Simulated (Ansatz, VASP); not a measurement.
BeTe: VASP beside Ansatz

File INCAR:

```
ALGO = Normal ; EDIFF = 1E-7
ENCUT = 520 ; GGA = PE
ISIF = 2 ; ISMEAR = -1
LASPH = True ; LCHARG = False
LREAL = False ; LWAVE = False
NBANDS = 11 ; NELM = 60
PREC = Accurate ; SIGMA = 0.05
```

Contents of KPOINTS:

```
k-points
0
Gamma
  8 8 8
```

The input POSCAR:

```
BeTe
1.0
    1.7505203763     -4.6995153773      0.0000000000
    1.7505203763      4.6995153773      0.0000000000
    0.0000000000      0.0000000000      3.4962897599
Be Te
1 1
Direct
    0.5000000000      0.5000000000      0.5000000000
    0.0000000000      0.0000000000      0.0000000000
```

File input.yaml:

```yaml
crystal:
  lattice:
    - [1.7505203763, -4.6995153773, 0.0]
    - [1.7505203763, 4.6995153773, 0.0]
    - [0.0, 0.0, 3.4962897599]
  atoms:
    - { symbol: Be, position: [0.5, 0.5, 0.5] }
    - { symbol: Te, position: [0.0, 0.0, 0.0] }
hamiltonian:
  xc: pbe
  pseudopotentials: { kind: paw }
kpoints:
  mp_grid: { grid: [8, 8, 8] }
scf:
  occupations: { method: fermi_dirac, width: 0.05 }
output:
  forces: true
  stress: true
  eigenvalues: true
```

Change from the starting cell: volume scaled by 0.94.

Alike in both runs: task single point; functional PBE; k mesh 8 × 8 × 8; occupations fermi-dirac, width 0.05 eV; no spin polarisation.

|  | VASP | Ansatz |
| --- | --- | --- |
| version | VASP 6.6.1 | Ansatz 0.2.0 |
| potentials or method | VASP PAW PBE potentials, release 64 (Be, Te) | Ansatz PAW |
| plane-wave cutoff (eV) | 520 | 420 |
| valence electrons in the cell | 8 | 18 |

```csv
,VASP,Ansatz,Ansatz less VASP
gap on the k mesh at the Fermi level (eV),none,none,-
pressure (GPa),2.8,2.7,-0.11
largest component of the traceless stress (GPa),2.81,2.70,-0.111
```

A gap of «none» marks a metal or a gap that the smearing closes. The two sets of potentials don't hold the same shells in valence.

The runs have no spin-orbit coupling, so splittings on Te are missing.
